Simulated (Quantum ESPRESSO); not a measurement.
A calculation with Quantum ESPRESSO 7.5 of Pb (ASE script, structure from a POSCAR):

Contents of run.py:

```python
import numpy as np
from ase.calculators.espresso import Espresso, EspressoProfile
from ase.io import read

atoms = read('POSCAR')

input_data = {
    'control': {'calculation': 'scf', 'prefix': 'pwscf', 'outdir': './tmp', 'tprnfor': True, 'tstress': True, 'disk_io': 'nowf'},
    'system': {'ecutwfc': 45.0, 'ecutrho': 360.0, 'nbnd': 13, 'occupations': 'smearing', 'smearing': 'fd', 'degauss': 0.00367493},
    'electrons': {'conv_thr': 2e-10, 'electron_maxstep': 120, 'mixing_beta': 0.5},
}
pseudopotentials = {'Pb': 'pb_pbesol_v1.uspp.F.UPF'}
profile = EspressoProfile(command='mpirun -n 2 pw.x -nk 2', pseudo_dir='pseudo')
dft = Espresso(profile=profile, input_data=input_data, pseudopotentials=pseudopotentials, kpts=(9, 9, 9), koffset=(0, 0, 0))
atoms.calc = dft

print(f'energy {atoms.get_potential_energy():.8f} eV')
print('forces (eV/A)')
print(np.round(atoms.get_forces(), 6))
print('stress (eV/A^3, Voigt)')
print(np.round(atoms.get_stress(), 8))
print(f'Fermi level {dft.get_fermi_level():.4f} eV')
```

Contents of POSCAR:

```
Pb
1.0
    0.0000000000      2.4750200000      2.4750200000
    2.4750200000      0.0000000000      2.4750200000
    2.4750200000      2.4750200000      0.0000000000
Pb
1
Direct
    0.0000000000      0.0000000000      0.0000000000
```

Potentials or basis: GBRV 1.5 PBEsol.

Launch:

```sh
$ OMP_NUM_THREADS=1 python run.py
```

Question: Write the same calculation in another form: native input, structure typed inline.

Answer: As run:

pw.in

```
&CONTROL
  calculation = 'scf'
  prefix = 'pwscf'
  outdir = './tmp'
  pseudo_dir = './pseudo'
  tprnfor = .true.
  tstress = .true.
  disk_io = 'low'
/
&SYSTEM
  ibrav = 0
  nat = 1
  ntyp = 1
  ecutwfc = 45
  ecutrho = 360
  nbnd = 13
  occupations = 'smearing'
  smearing = 'fd'
  degauss = 0.00367493
/
&ELECTRONS
  conv_thr = 2d-10
  electron_maxstep = 120
  mixing_beta = 0.5
/
ATOMIC_SPECIES
Pb   207.2000 pb_pbesol_v1.uspp.F.UPF
CELL_PARAMETERS angstrom
   0.0000000000    2.4750200000    2.4750200000
   2.4750200000    0.0000000000    2.4750200000
   2.4750200000    2.4750200000    0.0000000000
ATOMIC_POSITIONS crystal
Pb     0.0000000000    0.0000000000    0.0000000000
K_POINTS automatic
9 9 9 0 0 0
```

The input pp_density.in:

```
&INPUTPP
  prefix = 'pwscf'
  outdir = './tmp'
  filplot = 'density.dat'
  plot_num = 0
/
&PLOT
  nfile = 1
  filepp(1) = 'density.dat'
  iflag = 3
  output_format = 6
  fileout = 'density.cube'
/
```

Contents of pp_potential.in:

```
&INPUTPP
  prefix = 'pwscf'
  outdir = './tmp'
  filplot = 'potential.dat'
  plot_num = 11
/
&PLOT
  nfile = 1
  filepp(1) = 'potential.dat'
  iflag = 3
  output_format = 6
  fileout = 'potential.cube'
/
```

Potentials or basis: GBRV 1.5 PBEsol.

Launch:

```sh
$ OMP_NUM_THREADS=1 mpirun -n 2 pw.x -nk 2 -in pw.in > pw.out
$ OMP_NUM_THREADS=1 mpirun -n 1 pp.x -in pp_density.in > pp_density.out
$ OMP_NUM_THREADS=1 mpirun -n 1 pp.x -in pp_potential.in > pp_potential.out
```

Both were run:

|  | ASE script, structure from a POSCAR | native input, structure typed inline |
| --- | --- | --- |
| Pressure | -0.8 GPa | -0.8 GPa |
| Band gap on the k mesh | none (metal or under the smearing width) | none (metal or under the smearing width) |

Keys that steer only the numerical path or the files written may differ.
